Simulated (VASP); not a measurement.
# Si in VASP: how settings move the LDA relaxation

Aim: see what changed inputs do to the LDA relaxation of Si (diamond).

The runs shown are made with VASP 6.6.1. PAW datasets, plane waves. Spin-unpolarised throughout; all numbers are computed.

**1. The system as given**

The cell comes from an earlier relaxation with PBE in another program.

It is cubic, Fd-3m (No. 227); conventional cell a = 5.470 Å, 20.46 Å³ an atom. Near Si stand 4 Si at 2.37 Å.

Coordinates:

```cif
data_structure
_symmetry_space_group_name_H-M 'P 1'
_symmetry_Int_Tables_number 1
_cell_length_a 3.8681
_cell_length_b 3.8681
_cell_length_c 3.8681
_cell_angle_alpha 60.000
_cell_angle_beta 60.000
_cell_angle_gamma 60.000
_cell_volume 40.92
loop_
_atom_site_label
_atom_site_type_symbol
_atom_site_fract_x
_atom_site_fract_y
_atom_site_fract_z
_atom_site_occupancy
Si1 Si 0.00000 0.00000 0.00000 1
Si2 Si 0.25000 0.25000 0.25000 1
```

The LDA run on sound settings gave: energy (σ→0) -11.9158 eV, final volume 19.719 Å³/atom.

**2. Try 1**

Contents of INCAR:

```
ENCUT = 600.000000
SIGMA = 0.020000
EDIFF = 1.00e-07
EDIFFG = -5.00e-03
GGA = CA
ISIF = 3
ISMEAR = -1
NBANDS = 11
NELM = 120
NSW = 40
LASPH = .TRUE.
LCHARG = .FALSE.
LWAVE = .FALSE.
LREAL = .FALSE.
PREC = High
IBRION = 1
```

Contents of KPOINTS:

```
KPOINTS created by Atomic Simulation Environment
0
Gamma
8 8 8
0 0 0
```

Contents of POSCAR:

```
Si
 1.0000000000000000
     0.0000000000000000    2.7351466448759321    2.7351466448759321
     2.7351466448759316    0.0000000000000000    2.7351466448759321
     2.7351466448759316    2.7351466448759321    0.0000000000000000
 Si
   2
Cartesian
 -0.0000000000000000  0.0000000000000000 -0.0000000000000000
  1.3675733224379658  1.3675733224379660  1.3675733224379660
```

The run uses the recommended LDA PAW datasets (8 valence electrons a neutral cell).

The run is started by

```bash
$ mpirun -np 1 vasp_std
```

Printed to the terminal (iteration lines stand in OSZICAR):

```text
POSCAR found type information on POSCAR Si
 POSCAR found :  1 types and       2 ions
 LDA part: xc-table for (Slater(with rela. corr.)+CA(PZ))
 , standard interpolation
 POSCAR, INCAR and KPOINTS ok, starting setup
 FFT: planning ... GRIDC
 FFT: planning ... GRID_SOFT
 FFT: planning ... GRID
 WAVECAR not read
 entering main loop
 BRION: g(F)=  0.951E-46 g(S)=  0.518E-01
 bond charge predicted
 BRION: g(F)=  0.105E-45 g(S)=  0.267E-01 retain N=  1 mean eig= 0.59
 eig:   0.587
 bond charge predicted
 BRION: g(F)=  0.429E-46 g(S)=  0.321E-04 retain N=  1 mean eig= 0.57
 eig:   0.567
 bond charge predicted
 BRION: g(F)=  0.279E-45 g(S)=  0.451E-07 retain N=  1 mean eig= 0.59
 eig:   0.589
 reached required accuracy - stopping structural energy minimisation
```

OSZICAR, cut to the lines that bear on the results:

```text
N       E                     dE             d eps       ncg     rms          rms(c)
DAV:   1     0.767468640644E+01    0.76747E+01   -0.34598E+03   638   0.630E+02
DAV:   2    -0.114588213635E+02   -0.19134E+02   -0.18108E+02   794   0.905E+01
DAV:   3    -0.121416389025E+02   -0.68282E+00   -0.68064E+00   821   0.144E+01
DAV:   4    -0.121476804606E+02   -0.60416E-02   -0.60404E-02   762   0.168E+00
DAV:   5    -0.121477439590E+02   -0.63498E-04   -0.63497E-04   806   0.165E-01    0.486E+00
DAV:   6    -0.119784539118E+02    0.16929E+00   -0.94203E-02   735   0.121E+00    0.290E+00
DAV:   7    -0.118997278572E+02    0.78726E-01   -0.17168E-01   742   0.169E+00    0.202E-01
DAV:   8    -0.118999458151E+02   -0.21796E-03   -0.72693E-03   722   0.465E-01    0.781E-02
DAV:   9    -0.118999273383E+02    0.18477E-04   -0.18962E-04   819   0.756E-02    0.607E-02
DAV:  10    -0.118999325477E+02   -0.52094E-05   -0.14449E-05   739   0.223E-02    0.226E-02
DAV:  11    -0.118999323442E+02    0.20352E-06   -0.96706E-07   762   0.500E-03    0.183E-03
DAV:  12    -0.118999323464E+02   -0.21851E-08   -0.22080E-08   436   0.934E-04
   1 F= -.11899932E+02 E0= -.11899932E+02  d E =-.118999E+02
       N       E                     dE             d eps       ncg     rms          rms(c)
DAV:   1    -0.119332790321E+02   -0.33347E-01   -0.80085E-01   692   0.397E+00    0.821E-01
DAV:   2    -0.119164854164E+02    0.16794E-01   -0.22197E-02   724   0.776E-01    0.556E-01
DAV:   3    -0.119084344961E+02    0.80509E-02   -0.17143E-02   686   0.519E-01    0.123E-01
DAV:   4    -0.119084161594E+02    0.18337E-04   -0.31829E-04   725   0.112E-01    0.114E-01
DAV:   5    -0.119083737590E+02    0.42400E-04   -0.15158E-05   737   0.233E-02    0.115E-02
DAV:   6    -0.119083735198E+02    0.23913E-06   -0.11811E-06   748   0.598E-03    0.363E-03
DAV:   7    -0.119083735060E+02    0.13815E-07   -0.26563E-08   412   0.101E-03
   2 F= -.11908374E+02 E0= -.11908373E+02  d E =-.844116E-02
[... 7 lines left out ...]
   3 F= -.11915826E+02 E0= -.11915826E+02  d E =-.745226E-02
       N       E                     dE             d eps       ncg     rms          rms(c)
DAV:   1    -0.119158400644E+02   -0.14262E-04   -0.15431E-04   686   0.544E-02    0.112E-02
DAV:   2    -0.119158368357E+02    0.32287E-05   -0.40976E-06   712   0.106E-02    0.764E-03
DAV:   3    -0.119158352780E+02    0.15577E-05   -0.32870E-06   683   0.715E-03    0.161E-03
DAV:   4    -0.119158352743E+02    0.36883E-08   -0.57935E-08   396   0.154E-03
   4 F= -.11915835E+02 E0= -.11915835E+02  d E =-.950765E-05
```

OUTCAR, selected sections:

```text
k-points           NKPTS =     29   k-points in BZ     NKDIM =     29   number of bands    NBANDS=     11

   NELECT =       8.0000    total number of electrons

   dimension x,y,z NGX =    32 NGY =   32 NGZ =   32
   dimension x,y,z NGXF=    32 NGYF=   32 NGZF=   32

  energy-cutoff  :      600.00
  volume of cell :       39.44
      direct lattice vectors                 reciprocal lattice vectors
     0.000000000  2.701597366  2.701597366    -0.185075691  0.185075691  0.185075691
     2.701597366 -0.000000000  2.701597366     0.185075691 -0.185075691  0.185075691
     2.701597366  2.701597366  0.000000000     0.185075691  0.185075691 -0.185075691

 k-points in reciprocal lattice and weights: KPOINTS created by Atomic Simulation Env
   0.00000000  0.00000000  0.00000000       0.002
   0.12500000  0.00000000  0.00000000       0.016
   0.25000000  0.00000000  0.00000000       0.016
   0.37500000  0.00000000  0.00000000       0.016
   0.50000000  0.00000000  0.00000000       0.008
   0.12500000  0.12500000  0.00000000       0.012
   0.25000000  0.12500000  0.00000000       0.047
   0.37500000  0.12500000  0.00000000       0.047
[... 21 more k-points ...]

 E-fermi :   6.1659

 k-point     1 :       0.0000    0.0000    0.0000
  band No.  band energies     occupation
      1      -6.1344      2.00000
      2       5.9277      1.99999
      3       5.9277      1.99999
      4       5.9277      1.99999
      5       8.4576      0.00000
      6       8.4576      0.00000
      7       8.4576      0.00000
      8       9.3120      0.00000
      9      13.6626      0.00000
     10      13.6626      0.00000
     11      13.6691      0.00000

 k-point     2 :       0.1250    0.0000    0.0000
  band No.  band energies     occupation
      1      -5.9275      2.00000
      2       4.3107      2.00000
      3       5.6338      2.00000
      4       5.6338      2.00000
      5       8.3937      0.00000
      6       8.8879      0.00000
      7       8.8879      0.00000
      8      10.6449      0.00000
      9      13.1518      0.00000
     10      13.1518      0.00000
     11      14.4828      0.00000

 k-point     3 :       0.2500    0.0000    0.0000
  band No.  band energies     occupation
      1      -5.3233      2.00000
      2       1.9569      2.00000
      3       5.1589      2.00000
      4       5.1589      2.00000
      5       7.9088      0.00000
      6       9.4023      0.00000
      7       9.4023      0.00000
      8      12.8170      0.00000
      9      13.0962      0.00000
     10      13.0962      0.00000
     11      14.7541      0.00000

 k-point     4 :       0.3750    0.0000    0.0000
  band No.  band energies     occupation
      1      -4.4134      2.00000
      2      -0.0902      2.00000
      3       4.8310      2.00000
      4       4.8310      2.00000
      5       7.5403      0.00000
      6       9.3304      0.00000
      7       9.3304      0.00000
      8      13.6388      0.00000
      9      14.4981      0.00000
     10      14.4981      0.00000
     11      15.5511      0.00000

[... the tables of k-points 5 to 29 left out ...]

  Total       -0.0007897     -0.0007897     -0.0007897      0.0000000     -0.0000000     -0.0000000
  in kB       -0.0320828     -0.0320828     -0.0320828      0.0000000     -0.0000000     -0.0000000
  external PRESSURE =      -0.0320828 kB  Pullay stress =       0.0000000 kB

 POSITION                                       TOTAL-FORCE (eV/Angst)
 -----------------------------------------------------------------------------------
      0.00000     -0.00000     -0.00000        -0.000000      0.000000     -0.000000
      1.35080      1.35080      1.35080         0.000000     -0.000000      0.000000
 -----------------------------------------------------------------------------------
    total drift:                                0.000000      0.000000      0.000000

  FREE ENERGIE OF THE ION-ELECTRON SYSTEM (eV)
  ---------------------------------------------------
  free  energy   TOTEN  =       -11.9158352743 eV

  energy  without entropy=      -11.9158352324  energy(sigma->0) =      -11.91583525
```

CONTCAR

```
Si
   1.00000000000000
     0.0000000000000000    2.7015973663591879    2.7015973663591879
     2.7015973663591870   -0.0000000000000000    2.7015973663591879
     2.7015973663591870    2.7015973663591879    0.0000000000000000
  Si
     2
Direct
    -0.0000000000000000    0.0000000000000000    0.0000000000000000
     0.2500000000000000    0.2500000000000000    0.2500000000000000

  0.00000000E+00  0.00000000E+00  0.00000000E+00
  0.00000000E+00  0.00000000E+00  0.00000000E+00
```

Wall time 9 s (1 MPI rank of Intel Xeon 6975P-C, shared host); peak memory 0.12 GiB.

The path of the relaxation:

```tsv
step	energy change (meV/atom)	largest force (eV/Å)	pressure (GPa)	volume (Å³/atom)
1	0.0	0.0000	-3.31	20.462
2	-4.2	0.0000	2.53	19.234
3	-7.9	0.0000	-0.09	19.735
4	-8.0	0.0000	0.00	19.718
```

Changed: PREC = High, IBRION = 1. The run ends normally. Against the reference the energy moves by less than 0.1 meV/atom.

**3. All runs together**

| run | changed | ending | energy change (meV/atom) | volume (Å³/atom) | electronic steps | time | usable |
| --- | --- | --- | --- | --- | --- | --- | --- |
| ref. | – | converged | 0 | 19.719 | – | – | yes |
| 1 | PREC = High, IBRION = 1 | converged | 0.0 | 19.718 | 29 | 9 s | yes |

What this shows: The altered input gave usable results.
